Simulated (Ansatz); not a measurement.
# AlN: frozen normal mode

Computed with DFT PBE, scalar-relativistic, plane waves, PAW (Ansatz 0.2.0). Settings: plane waves to 420 eV, k-mesh 12×12×6 (Γ-centred), Gaussian smearing 0.05 eV. No spin polarisation. Energies are free energies at this smearing, counted from the undisturbed cell; pressure is positive in compression.

The starting cell (as given, not relaxed at this level; it stands at 4.0 GPa):

```xyz
4
Lattice="3.1110 0.0000 0.0000 -1.5555 2.6942 0.0000 0.0000 0.0000 4.9780" Properties=species:S:1:pos:R:3 pbc="T T T"
Al    0.0000    1.7961    0.0000
Al    1.5555    0.8981    2.4890
N     0.0000    1.7961    1.9165
N     1.5555    0.8981    4.4055
```

A zone-centre mode of this cell is frozen in: each atom moves by x times its row below, so x is the largest displacement.
```
atom ux uy uz
 Al1  0.000  -1.000  0.000
 Al2  0.000   1.000  0.000
  N3  0.000   0.892  0.000
  N4  0.000  -0.892  0.000
```

| x (Å) | ΔE (meV/cell) |
| --- | --- |
| -0.1200 | 118.9 |
| -0.0900 | 66.5 |
| -0.0600 | 29.4 |
| -0.0300 | 7.3 |
| 0.0000 | 0.0 |
| 0.0300 | 7.2 |
| 0.0600 | 28.5 |
| 0.0900 | 63.7 |
| 0.1050 | 86.4 |
| 0.1200 | 112.4 |

Predict the pressure (GPa) at each point.

| x (Å) | pressure (GPa) |
| --- | --- |
| -0.1200 | 3.7 |
| -0.0900 | 3.9 |
| -0.0600 | 4.0 |
| -0.0300 | 4.0 |
| 0.0000 | 4.0 |
| 0.0300 | 4.0 |
| 0.0600 | 4.0 |
| 0.0900 | 3.9 |
| 0.1050 | 3.8 |
| 0.1200 | 3.7 |